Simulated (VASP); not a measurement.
Crystal: SnSe2.

```
Sn Se
1.0
     3.81100    0.00000    0.00000
    -1.90550    3.30042    0.00000
     0.00000    0.00000    6.13600
Sn Se
1 2
Direct
  0.00000 0.00000 0.00000
  0.66667 0.33333 0.75100
  0.33333 0.66667 0.24900
```

Program: VASP 6.6.1. Alike in all runs: potentials or basis VASP PAW PBE potentials, release 64 (Sn_d, Se); no spin polarisation; cell as given; cutoff (eV) 520; smearing fermi-dirac 0.05 eV.

**Question.** Order these runs on this cell by their pressure, lowest first.
A. level SCAN; k mesh 8 × 8 × 5; mesh quality not flagged
B. level PBEsol0; k mesh 4 × 4 × 3; grid for exact exchange (PRECFOCK) Fast; exchange at q = 0 default; mesh quality coarse
C. level PBE; k mesh 8 × 8 × 5; mesh quality not flagged

**Answer.** B (0.7 GPa), A (3.4 GPa), C (5.6 GPa).

Caveats: some runs use coarse meshes; the PAW data sets were made with another functional, which shifts forces and pressure a little (some runs); this functional lacks dispersion, which binds the layers, so the pressure and a relaxed spacing across them are unreliable (some runs); an unscreened hybrid on a path of extra k points without a Coulomb cutoff has errors near the mesh points, so the bands along the path aren't reliable (some runs).

Not every run made on this cell is shown here.
